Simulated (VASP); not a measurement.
# 2H-MoS2 monolayer under biaxial strain, part 2 of 7

How do the gap and the band positions of 2H-MoS2 monolayer follow biaxial strain?

VASP 6.6.1, plane waves and PAW; the level of theory is named at each step.

So far, gap on the k-mesh (eV): step 2 (relaxing the monolayer) 1.79.

**4. Potential and states of the slab**

Level of this step: PBE with D3(BJ), no spin polarisation; plane waves and PAW (Mo, S) (VASP).

A static run writes the electrostatic potential without exchange and correlation (LVHAR), which is flat in the vacuum and gives the level to count from. The dipole correction cancels the field that unlike faces would set up across the vacuum.

Input file INCAR:

```
SYSTEM = MoS2
PREC = Normal
ENCUT = 350
EDIFF = 1E-06
NELM = 120
ISMEAR = 0
SIGMA = 0.03
LREAL = .FALSE.
ALGO = Fast
GGA = PE
IVDW = 12
NBANDS = 15
LASPH = .TRUE.
LORBIT = 11
LWAVE = .FALSE.
LCHARG = .TRUE.
IDIPOL = 3
LDIPOL = .TRUE.
DIPOL = 0.5 0.5 0.5
LVHAR = .TRUE.
LVACPOTAV = .TRUE.
NEDOS = 1500
LELF = .TRUE.
```

Input file POSCAR:

```
MoS2
1.0
    3.1510679982      0.0000000000      0.0000000000
   -1.5755339991      2.7289049355      0.0000000000
    0.0000000000      0.0000000000     22.0000000000
Mo S
1 2
Direct
    0.3333333333      0.6666666667      0.5000000000
    0.6666666667      0.3333333333      0.4286452982
    0.6666666667      0.3333333333      0.5713547018
```

Input file KPOINTS:

```
Automatic mesh
0
Gamma
12 12 1
0 0 0
```

Input file KPOINTS_OPT:

```
Line mode
14
Line-mode
Reciprocal
  0.00000000   0.00000000   0.00000000 GAMMA
  0.50000000   0.00000000   0.00000000 M

  0.50000000   0.00000000   0.00000000 M
  0.33333333   0.33333333   0.00000000 K

  0.33333333   0.33333333   0.00000000 K
  0.00000000   0.00000000   0.00000000 GAMMA
```

The projector-augmented-wave data sets are Mo and S (PBE family, release 64).

Started as:

```bash
$ mpirun -np 4 vasp_std
```

What it wrote:

```text
[banner, memory and clock lines left out]
running    4 mpi-ranks, on    1 nodes
 distrk:  each k-point on    4 cores,    1 groups
 distr:  one band on    1 cores,    4 groups

 POSCAR found type information on POSCAR MoS
 POSCAR found :  2 types and       3 ions
 LDA part: xc-table for (Slater+PW92), standard interpolation
|                                                                             |
|           W    W    AA    RRRRR   N    N  II  N    N   GGGG   !!!           |
|           W    W   A  A   R    R  NN   N  II  NN   N  G    G  !!!           |
|           W    W  A    A  R    R  N N  N  II  N N  N  G       !!!           |
|           W WW W  AAAAAA  RRRRR   N  N N  II  N  N N  G  GGG   !            |
|           WW  WW  A    A  R   R   N   NN  II  N   NN  G    G                |
|           W    W  A    A  R    R  N    N  II  N    N   GGGG   !!!           |
|                                                                             |
|     The number of bands has been changed from the values supplied in        |
|     The orbitals not found in the WAVECAR file will be initialized with     |
|     random numbers, which is usually adequate. For correlated               |
|     calculations, however, you should redo the groundstate calculation.     |
|     I found NBANDS = 15. Now, NBANDS = 16.                                  |
|                                                                             |

 POSCAR, INCAR and KPOINTS ok, starting setup
 FFT: planning ... GRIDC
 FFT: planning ... GRID_SOFT
 FFT: planning ... GRID
 WAVECAR not read
 entering main loop
       N       E                     dE             d eps       ncg     rms          rms(c)
DAV:   1     0.110023463216E+03    0.11002E+03   -0.52283E+03   608   0.617E+02
DAV:   2    -0.120573323449E+02   -0.12208E+03   -0.11382E+03   936   0.153E+02
DAV:   3    -0.231157435209E+02   -0.11058E+02   -0.10918E+02   792   0.564E+01
DAV:   4    -0.233242844646E+02   -0.20854E+00   -0.20823E+00   808   0.923E+00
DAV:   5    -0.233304298333E+02   -0.61454E-02   -0.61449E-02   856   0.150E+00    0.257E+01
RMM:   6    -0.221528093347E+02    0.11776E+01   -0.40017E+00   670   0.101E+01    0.901E+00
RMM:   7    -0.219288209599E+02    0.22399E+00   -0.10441E+00   670   0.589E+00    0.711E+00
RMM:   8    -0.217984308279E+02    0.13039E+00   -0.60253E-01   703   0.431E+00    0.140E+00
RMM:   9    -0.217872230145E+02    0.11208E-01   -0.68108E-02   730   0.207E+00    0.535E-01
RMM:  10    -0.217873356551E+02   -0.11264E-03   -0.13351E-02   759   0.716E-01    0.250E-01
RMM:  11    -0.217870777839E+02    0.25787E-03   -0.20125E-03   741   0.327E-01    0.131E-01
RMM:  12    -0.217870425818E+02    0.35202E-04   -0.10025E-03   769   0.176E-01    0.362E-02
RMM:  13    -0.217874429588E+02   -0.40038E-03   -0.11060E-03   741   0.161E-01    0.694E-02
RMM:  14    -0.217873661706E+02    0.76788E-04   -0.36775E-04   709   0.114E-01    0.122E-02
RMM:  15    -0.217875877021E+02   -0.22153E-03   -0.70240E-05   772   0.465E-02    0.169E-02
RMM:  16    -0.217876398774E+02   -0.52175E-04   -0.23479E-05   772   0.233E-02    0.657E-03
RMM:  17    -0.217876808505E+02   -0.40973E-04   -0.58471E-06   679   0.131E-02    0.208E-03
RMM:  18    -0.217877102348E+02   -0.29384E-04   -0.17534E-06   574   0.656E-03    0.334E-03
RMM:  19    -0.217877192434E+02   -0.90086E-05   -0.54018E-07   557   0.370E-03    0.100E-03
RMM:  20    -0.217877222447E+02   -0.30013E-05   -0.24336E-07   482   0.246E-03    0.583E-04
RMM:  21    -0.217877230479E+02   -0.80321E-06   -0.64629E-08   353   0.152E-03
|                                                                             |
|           W    W    AA    RRRRR   N    N  II  N    N   GGGG   !!!           |
|           W    W   A  A   R    R  NN   N  II  NN   N  G    G  !!!           |
|           W    W  A    A  R    R  N N  N  II  N N  N  G       !!!           |
|           W WW W  AAAAAA  RRRRR   N  N N  II  N  N N  G  GGG   !            |
|           WW  WW  A    A  R   R   N   NN  II  N   NN  G    G                |
|           W    W  A    A  R    R  N    N  II  N    N   GGGG   !!!           |
|                                                                             |
|     Did not find any points to average over, which means that no vacuum     |
|     field-free region was found. Please increase the size of  your cell     |
|     in the dimension of the dipole correction to obtain accurate            |
|     workfunction values.                                                    |
|                                                                             |

   1 F= -.22747167E+02 E0= -.22747167E+02  d E =-.113281E-11
 Start KPOINTS_OPT (optional k-point list driver)
k-point batch [1-19\42]
       N       E                     dE             ncg
DAV:   1    -0.266672302074E+03   -0.65724E+04      608
DAV:   2    -0.244365998668E+04   -0.21770E+04      928
DAV:   3    -0.264774307792E+04   -0.20408E+03      792
DAV:   4    -0.265202953098E+04   -0.42865E+01      816
DAV:   5    -0.265212740614E+04   -0.97875E-01      808
DAV:   6    -0.265213000300E+04   -0.25969E-02      808
DAV:   7    -0.265213007981E+04   -0.76810E-04      856
DAV:   8    -0.265213008325E+04   -0.34361E-05      760
DAV:   9    -0.265213008341E+04   -0.16166E-06      624
[...]
k-point batch [39-42\42]
       N       E                     dE             ncg
DAV:   1     0.705019521995E+04   -0.18510E+03      128
DAV:   2     0.665262119005E+04   -0.39757E+03      192
DAV:   3     0.661521757548E+04   -0.37404E+02      168
DAV:   4     0.661437128015E+04   -0.84630E+00      168
DAV:   5     0.661435625109E+04   -0.15029E-01      160
DAV:   6     0.661435536713E+04   -0.88396E-03      184
DAV:   7     0.661435536426E+04   -0.28745E-05      184
DAV:   8     0.661435536418E+04   -0.76791E-07      136
```

The job ended after 17 s (4 MPI ranks of AMD EPYC 7R43, shared host; peak memory 0.46 GiB; 66 s of CPU time).

From OUTCAR (step 4):

```text
The static configuration has the point symmetry D_3h.

 Found     19 irreducible k-points:

   k-points           NKPTS =     19   k-points in BZ     NKDIM =     19   number of bands    NBANDS=     16

   NELECT =      18.0000    total number of electrons

 E-fermi :  -2.6363

 k-point     1 :       0.0000    0.0000    0.0000
  band No.  band energies     occupation
    ...
      5      -5.3355      2.00000
      6      -4.6234      2.00000
      7      -4.1990      2.00000
      8      -4.1990      2.00000
      9      -2.8943      2.00000
     10       0.0955      0.00000
     11       0.0955      0.00000
     12       0.3061      0.00000
     13       0.3062      0.00000
     14       2.6165      0.00000
    ...

 k-point     2 :       0.0833    0.0000    0.0000
  band No.  band energies     occupation
    ...
      5      -5.2232      2.00000
      6      -5.0646      2.00000
      7      -4.3685      2.00000
      8      -3.9241      2.00000
      9      -2.9361      2.00000
     10      -0.0509      0.00000
     11       0.0070      0.00000
     12       0.1874      0.00000
     13       0.2725      0.00000
     14       2.7907      0.00000
    ...

 Edisp (eV)   -0.95944

  Total      -0.02585    -0.02585    -0.09158     0.00000    -0.00000     0.00000
  in kB      -0.21896    -0.21896    -0.77557     0.00000    -0.00000     0.00000
  external pressure =       -0.40 kB  Pullay stress =        0.00 kB

 POSITION                                       TOTAL-FORCE (eV/Angst)
 -----------------------------------------------------------------------------------
     -0.00000      1.81927     11.00000         0.000000      0.000000      0.000000
      1.57553      0.90963      9.43020        -0.000000     -0.000000      0.005962
      1.57553      0.90963     12.56980         0.000000      0.000000     -0.005962
 -----------------------------------------------------------------------------------
    total drift:                                0.000004     -0.000003      0.000000

  FREE ENERGIE OF THE ION-ELECTRON SYSTEM (eV)
  ---------------------------------------------------
  free  energy   TOTEN  =       -22.7471668811 eV

  energy  without entropy=      -22.7471668811  energy(sigma->0) =      -22.74716688

 vacuum level on the upper side and lower side of the slab         3.123         3.123

[... 9 parts as in an earlier step ...]

[... 5 further parts left out ...]
```

Numbers from this step:

```yaml
fermi_energy: -2.636 eV
least_gap_on_mesh_and_path: 1.785 eV
least_direct_gap_on_mesh_and_path: 1.785 eV
vacuum_levels: 3.123, 3.123 eV
ionisation_potentials_of_the_upper_and_lower_face: 5.891, 5.891 eV
electron_affinities_of_the_upper_and_lower_face: 4.105, 4.105 eV
```

Electronic bands along the path, in eV, zero at the valence-band top; v1 is the highest filled band, c1 the lowest empty one:

| point | v4 | v3 | v2 | v1 | c1 | c2 | c3 | c4 |
| --- | --- | --- | --- | --- | --- | --- | --- | --- |
| Γ | -1.86 | -1.43 | -1.43 | -0.13 | 2.86 | 2.86 | 3.07 | 3.07 |
| 0.54 of the way | -2.54 | -1.60 | -1.45 | -0.88 | 2.17 | 2.36 | 3.07 | 3.93 |
| M | -3.15 | -1.96 | -0.87 | -0.67 | 2.31 | 2.81 | 3.96 | 4.34 |
| 0.46 of the way | -3.19 | -2.21 | -1.95 | -0.32 | 2.24 | 3.05 | 3.55 | 4.44 |
| K | -3.59 | -2.95 | -2.23 | 0.00 | 1.79 | 2.99 | 3.59 | 5.01 |
| 0.46 of the way | -3.31 | -2.02 | -1.14 | -0.81 | 1.91 | 2.55 | 2.79 | 4.32 |
| Γ | -1.86 | -1.43 | -1.43 | -0.13 | 2.86 | 2.86 | 3.07 | 3.07 |

Of the projections kept (Mo, S), the largest for each band there; the rest of the weight can lie on other orbitals:

| point | v4 | v3 | v2 | v1 | c1 | c2 | c3 | c4 |
| --- | --- | --- | --- | --- | --- | --- | --- | --- |
| Γ | S 0.89 | Mo 0.65 | Mo 0.65 | Mo 0.81 | S 0.52 | S 0.52 | S 0.60 | S 0.60 |
| M | Mo 0.60 | S 0.70 | S 0.79 | Mo 0.72 | Mo 0.96 | Mo 0.91 | Mo 0.64 | Mo 0.60 |
| K | S 0.59 | S 0.80 | S 0.60 | Mo 0.85 | Mo 0.92 | Mo 0.78 | Mo 0.80 | Mo 0.70 |
| Γ | S 0.89 | Mo 0.65 | Mo 0.65 | Mo 0.81 | S 0.52 | S 0.52 | S 0.60 | S 0.60 |

Zero at the Fermi level. Planar average of the electrostatic potential against height:

| height (Å) | planar average of the electrostatic potential (eV) |
| --- | --- |
| 0.0 | 5.76 |
| 0.5 | 5.76 |
| 1.0 | 5.76 |
| 1.5 | 5.76 |
| 2.0 | 5.76 |
| 2.5 | 5.76 |
| 3.0 | 5.76 |
| 3.5 | 5.76 |
| 4.0 | 5.76 |
| 4.5 | 5.76 |
| 5.0 | 5.76 |
| 5.5 | 5.76 |
| 6.0 | 5.76 |
| 6.5 | 5.75 |
| 7.0 | 5.73 |
| 7.5 | 5.64 |
| 8.0 | 5.18 |
| 8.5 | 3.03 |
| 9.0 | -7.30 |
| 9.5 | -14.4 |
| 10.0 | -7.23 |
| 10.5 | -6.35 |
| 11.0 | -8.53 |
| 11.5 | -6.35 |
| 12.0 | -7.23 |
| 12.5 | -14.4 |
| 13.0 | -7.30 |
| 13.5 | 3.03 |
| 14.0 | 5.18 |
| 14.5 | 5.64 |
| 15.0 | 5.73 |
| 15.5 | 5.75 |
| 16.0 | 5.76 |
| 16.5 | 5.76 |
| 17.0 | 5.76 |
| 17.5 | 5.76 |
| 18.0 | 5.76 |
| 18.5 | 5.76 |
| 19.0 | 5.76 |
| 19.5 | 5.76 |
| 20.0 | 5.76 |
| 20.5 | 5.76 |
| 21.0 | 5.76 |
| 21.5 | 5.76 |

Density of states in the PAW spheres, an atom over height of the layer and energy from the Fermi level.

Values in states/eV, 22 rows by 3 columns, each cell a mean:
```
0.00 0.00 0.00
0.00 0.05 0.00
0.14 1.02 0.14
0.27 1.62 0.27
0.46 0.68 0.46
0.54 0.54 0.54
0.78 1.08 0.78
0.45 0.91 0.45
0.23 0.60 0.23
0.54 1.10 0.54
0.53 1.03 0.53
0.62 1.05 0.62
0.36 0.63 0.36
0.16 0.23 0.16
0.50 0.96 0.50
0.47 1.00 0.47
0.16 0.29 0.16
0.00 0.00 0.00
0.00 0.00 0.00
0.00 0.00 0.00
0.00 0.00 0.00
0.00 0.00 0.00
```
Columns: height of the layer (Å) from 9.4 to 12.6; rows upwards: energy from the Fermi level (eV) from -7.9 to 0.5.

Valence density in the ca plane at fractional y = 0.333, with atoms of S within 0.2 Å of it. It is the smooth field of the valence electrons, not physical close to the nuclei.

Ten even steps from '0' (0.0 e/Å³) to '9' (1.1 e/Å³), each cell a mean:
```
00000000000000000247874223478741000000000000
00000000000000001488796323697884100000000000
00000000000000001595187323781595100000000000
00000000000000001388896323698983100000000000
00000000000000000146764323467631000000000000
00000000000000000012222333222210000000000000
00000000000000000001112343211100000000000000
00000000000000000012332333233210000000000000
```
Columns run along c (16.0 Å, from fractional 0.10 to 0.83 of the cell), rows up along a (3.2 Å). Atoms in or near the plane, at fractional coordinates: S at (0.43, 0.67), S at (0.57, 0.67).

ELF in the ca plane at fractional y = 0.333, with atoms of S within 0.2 Å of it. It is the smooth field of the valence electrons, not physical close to the nuclei.

Values, 5 rows by 16 columns, each cell a mean:
```
0.00 0.00 0.00 0.00 0.00 0.36 0.83 0.79 0.49 0.47 0.79 0.84 0.42 0.00 0.00 0.00
0.00 0.00 0.00 0.00 0.09 0.59 0.92 0.56 0.52 0.50 0.56 0.92 0.49 0.03 0.00 0.00
0.00 0.00 0.00 0.00 0.01 0.38 0.81 0.79 0.48 0.46 0.79 0.82 0.37 0.00 0.00 0.00
0.00 0.00 0.00 0.00 0.00 0.07 0.24 0.43 0.23 0.22 0.43 0.25 0.07 0.01 0.00 0.00
0.00 0.00 0.00 0.00 0.00 0.10 0.25 0.43 0.23 0.22 0.43 0.25 0.04 0.00 0.00 0.00
```
Columns run along c (16.0 Å, from fractional 0.10 to 0.83 of the cell), rows up along a (3.2 Å). Atoms in or near the plane, at fractional coordinates: S at (0.43, 0.67), S at (0.57, 0.67).

The map of layer states is cut here 0.5 eV above the Fermi level, so it leaves out the states above that.

The vacuum level lies 5.89 eV above the highest filled level at the upper face; both faces agree, as the slab has next to no dipole.

The program found no field-free point at its default tolerance, but its printed level agrees with the flat part of the planar average.

(Continued in part 3 of 7.)

[Lines on the potential files, build, host, timing and source positions are cut from VASP's logs without a mark.]

[Logs are printed without paths, hosts, clocks, repeated set-up lines and the standing remarks that a program may print on its own settings, such as how far it seeks lower states.]

[Hosts, paths, dates, database ids (printed as entryN), source tags and the programs' standing remarks are cut or masked in the printed files.]

[Runs that stopped without an error message from VASP are left out.]
